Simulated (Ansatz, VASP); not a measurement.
**One calculation of Li, two programs**

The input INCAR:

```
PREC = Accurate
ENCUT = 520
EDIFF = 1E-6
ISMEAR = 0
SIGMA = 0.1
LREAL = False
LASPH = True
NELM = 100
ALGO = Normal
ISIF = 2
LWAVE = False
LCHARG = False
GGA = PE
NBANDS = 18
```

File KPOINTS:

```
Automatic mesh
0
Gamma
  3 3 6
```

The input POSCAR:

```
Li
1.0
    6.2266653100      0.0000000000      0.0000000000
   -3.1133326500      5.3924503400      0.0000000000
    0.0000000000      0.0000000000      3.6176304700
Li
6
Direct
    0.1912880200      0.8087119800      0.2500000000
    0.1912880200      0.3825760300      0.2500000000
    0.6174239700      0.8087119800      0.2500000000
    0.8087119800      0.1912880200      0.7500000000
    0.8087119800      0.6174239700      0.7500000000
    0.3825760300      0.1912880200      0.7500000000
```

Input for Ansatz:

```yaml
crystal:
  lattice:
    - [6.22666531, 0.0, 0.0]
    - [-3.11333265, 5.39245034, 0.0]
    - [0.0, 0.0, 3.61763047]
  atoms:
    - { symbol: Li, position: [0.19128802, 0.80871198, 0.25] }
    - { symbol: Li, position: [0.19128802, 0.38257603, 0.25] }
    - { symbol: Li, position: [0.61742397, 0.80871198, 0.25] }
    - { symbol: Li, position: [0.80871198, 0.19128802, 0.75] }
    - { symbol: Li, position: [0.80871198, 0.61742397, 0.75] }
    - { symbol: Li, position: [0.38257603, 0.19128802, 0.75] }
basis:
  ecutwfc: 420
kpoints:
  mp_grid: { grid: [3, 3, 6] }
hamiltonian:
  xc: pbe
scf:
  occupations: { method: gaussian, width: 0.1 }
  lower_state_search: "off"
output:
  forces: true
  stress: true
  eigenvalues: true
```

Alike in both runs: task single point; functional PBE; k mesh 3 × 3 × 6; occupations gaussian, width 0.1 eV; no spin polarisation.

|  | VASP | Ansatz |
| --- | --- | --- |
| version | VASP 6.6.1 | Ansatz 0.2.0 |
| potentials or method | VASP PAW PBE potentials, release 64 (Li_sv) | scalar-relativistic, plane waves, PAW |
| plane-wave cutoff (eV) | 520 | 420 |
| valence electrons in the cell | 18 | 18 |

|  | VASP | Ansatz | Ansatz less VASP |
| --- | --- | --- | --- |
| gap on the k mesh at the Fermi level (eV) | none | none | - |
| rms of the force components (eV/Å) | 0.125 | 0.125 | +0.0002 |

Atom by atom the forces differ by 0.000 eV/Å (rms over components). A gap of «none» marks a metal or a gap that the smearing closes.

Caveats: the k mesh is coarse (spacing up to 0.39 Å⁻¹), so the values aren't converged.
